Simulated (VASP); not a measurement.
Write the native input for VASP 6.6.1 that does the following.

* Task: single point
* Functional: LDA
* Potentials or basis: VASP PAW LDA potentials, release 64 (Si)
* Cutoff: 520 eV
* k mesh: 10 × 10 × 10
* Occupations: gaussian, width 0.05 eV
* Spin: no spin polarisation
* Dipole correction: no
* Further INCAR settings: ALGO = Normal; EDIFF = 1e-07; NBANDS = 11

The structure of Si lies in POSCAR:

```
Si
1.0
   -0.0543094000      2.7154700000      2.7154700000
    2.6611606000      0.0000000000      2.6611606000
    2.7154700000      2.7154700000     -0.0543094000
Si
2
Direct
    0.5000000000      0.5000000000      0.5000000000
    0.7500000000      0.7500000000      0.7500000000
```

The cell isn't the ideal one: strain -0.0400 x Voigt [0, 0, 0, 0, 1, 0], atoms carried along.

One way to write it, as run:

INCAR

```
ALGO = Normal
EDIFF = 1E-7
ENCUT = 520
GGA = CA
ISIF = 2
ISMEAR = 0
LASPH = True
LCHARG = True
LELF = True
LREAL = False
LVHAR = True
LWAVE = False
NBANDS = 11
NELM = 80
PREC = Accurate
SIGMA = 0.05
```

KPOINTS

```
k-points
0
Gamma
  10 10 10
```

Potentials or basis: VASP PAW LDA potentials, release 64 (Si).

The run is started by

```sh
$ cat potpaw_LDA.64/Si/POTCAR > POTCAR
$ mpirun -np 1 vasp_std > vasp.out
```

Results of the run:

The pressure is -1.3 GPa and the largest force is 0.372 eV/Å. The band gap on the k mesh is 0.33 eV, indirect (least direct gap 2.17 eV).

Wall time 47 s on 1 thread of Intel(R) Xeon(R) Platinum 8488C (Sapphire Rapids) (shared host), peak memory 0.17 GiB.
